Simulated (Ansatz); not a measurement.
CdO (Monteponite):

```
CELL_PARAMETERS angstrom
0.00000 2.34950 2.34950
2.34950 0.00000 2.34950
2.34950 2.34950 0.00000
ATOMIC_POSITIONS crystal
Cd 0.00000 0.00000 0.00000
O 0.50000 0.50000 0.50000
```

```yaml
Program: Ansatz 0.2.0
Task: single point
Functional: PBE
Potentials_or_basis: all-electron LAPW, scalar-relativistic
Cutoff: 306 eV (chosen from the basis error)
Basis_error_allowed: 0.001 eV/atom
k_mesh: 10 × 10 × 10
Occupations: fermi-dirac, width 0.05 eV
Spin: no spin polarisation
```

On this cell: pressure 6.1 GPa; largest force zero by symmetry; band gap on the k mesh none (metal or under the smearing width).

The same run follows on a disturbed copy (atoms moved at random, drawn with an rms of 0.05 Å):

```xyz
2
Lattice="0.0000 2.3495 2.3495 2.3495 0.0000 2.3495 2.3495 2.3495 0.0000" Properties=species:S:1:pos:R:3 pbc="T T T"
Cd   -0.0257    0.0072   -0.0119
O     2.3497    2.3373    2.3264
```

Problem. What changes?

Solution. The energy (extrapolated to zero smearing) moves by +1.1 meV/atom; pressure 6.2 GPa; largest force 0.123 eV/Å; band gap on the k mesh none (metal or under the smearing width).

Forces on the atoms (eV/Å):
```
Cd   0.094 -0.069 -0.040
O   -0.094  0.070  0.040
```

Stress tensor (GPa, compression positive):
```
 6.21  0.03  0.01
 0.03  6.15 -0.01
 0.01 -0.01  6.09
```

Caveats: this crystal is a semiconductor, whose small gap the functional closes, so the metal is an error of the method (some runs).
